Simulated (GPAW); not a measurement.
WS2 (Tungstenite):

```xyz
6
Lattice="3.1370 0.0000 0.0000 -1.5685 2.7167 0.0000 0.0000 0.0000 12.3311" Properties=species:S:1:pos:R:3 pbc="T T T"
W     1.5685    0.9056    9.2483
W     0.0000    1.8112    3.0828
S     1.5685    0.9056    4.6241
S     0.0000    1.8112   10.7897
S     1.5685    0.9056    1.5414
S     0.0000    1.8112    7.7069
```

Base run:

* Program: GPAW 26.7.0
* Functional: LDA
* Potentials or basis: the program's PAW data sets (release 1.2.1) made for this functional
* Cutoff: 400 eV
* Basis: pw
* k mesh: 8 × 8 × 2
* Occupations: fermi-dirac, width 0.001 eV
* Spin: no spin polarisation

Its results: band gap on the k mesh 1.08 eV, indirect (least direct gap 2.28 eV); electronic dielectric tensor (diagonal) 12.37, 12.37, 5.60.

The run is repeated on the same cell with these changes: functional from LDA to PBE; potentials or basis from the program's PAW data sets (release 1.2.1) made for this functional to GPAW PAW data sets (gpaw-data 1.2.1). What comes out?

Band gap on the k mesh 1.16 eV, indirect (least direct gap 2.29 eV); electronic dielectric tensor (diagonal) 12.05, 12.05, 5.28.

Caveats: the long-wavelength limit can be off by several per cent where d states take part; spin-orbit coupling is left out, which moves the levels of the heavy elements; an odd mesh through Γ misses points on the zone boundary, where band edges often lie.
